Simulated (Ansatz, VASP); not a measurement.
**Two plane-wave programs on PbS**

The input INCAR:

```
PREC = Accurate
ENCUT = 520
EDIFF = 1E-6
ISMEAR = 0
SIGMA = 0.15
LREAL = False
LASPH = True
NELM = 100
ALGO = Fast
ISIF = 2
LWAVE = False
LCHARG = False
GGA = PS
NBANDS = 17
```

The input KPOINTS:

```
regular mesh
0
Gamma
  15 15 12
```

Contents of POSCAR:

```
PbS
1.0
    4.0896976867      0.0000000000      0.0000000000
   -2.0448488433      3.5417820905      0.0000000000
    0.0000000000      0.0000000000      3.7881670000
Pb S
1 1
Direct
    0.0000000000      0.0000000000      0.0000000000
    0.6666666667      0.3333333333      0.5000000000
```

Input for Ansatz:

```yaml
crystal:
  lattice:
    - [4.0896976867, 0.0, 0.0]
    - [-2.0448488433, 3.5417820905, 0.0]
    - [0.0, 0.0, 3.788167]
  atoms:
    - { symbol: Pb, position: [0.0, 0.0, 0.0] }
    - { symbol: S, position: [0.6666666667, 0.3333333333, 0.5] }
basis:
  ecutwfc: 420
kpoints:
  mp_grid: { grid: [15, 15, 12] }
hamiltonian:
  xc: pbesol
scf:
  occupations: { method: gaussian, width: 0.15 }
output:
  forces: true
  stress: true
  eigenvalues: true
```

Measurements of this composition are mostly on another form, of space group No. 225.

Alike in both runs: task single point; functional PBEsol; k mesh 15 × 15 × 12; occupations gaussian, width 0.15 eV; no spin polarisation.

|  | VASP | Ansatz |
| --- | --- | --- |
| version | VASP 6.6.1 | Ansatz 0.2.0 |
| potentials or method | VASP PAW PBE potentials, release 64 (Pb_d, S) | scalar-relativistic, plane waves, PAW |
| plane-wave cutoff (eV) | 520 | 420 |
| valence electrons in the cell | 20 | 20 |

Ansatz gave:

* gap on the k mesh at the Fermi level (eV): none
* pressure (GPa): -2.8
* largest component of the traceless stress (GPa): 0.20

Question: What did VASP give for the same quantities?

Answer: gap on the k mesh at the Fermi level (eV): none; pressure (GPa): -2.9; largest component of the traceless stress (GPa): 0.21.

A gap of «none» marks a metal or a gap that the smearing closes.

Caveats: the PAW data sets were made with another functional, which shifts forces and pressure a little (VASP). Spin-orbit coupling is left out, which matters for the levels of Pb.
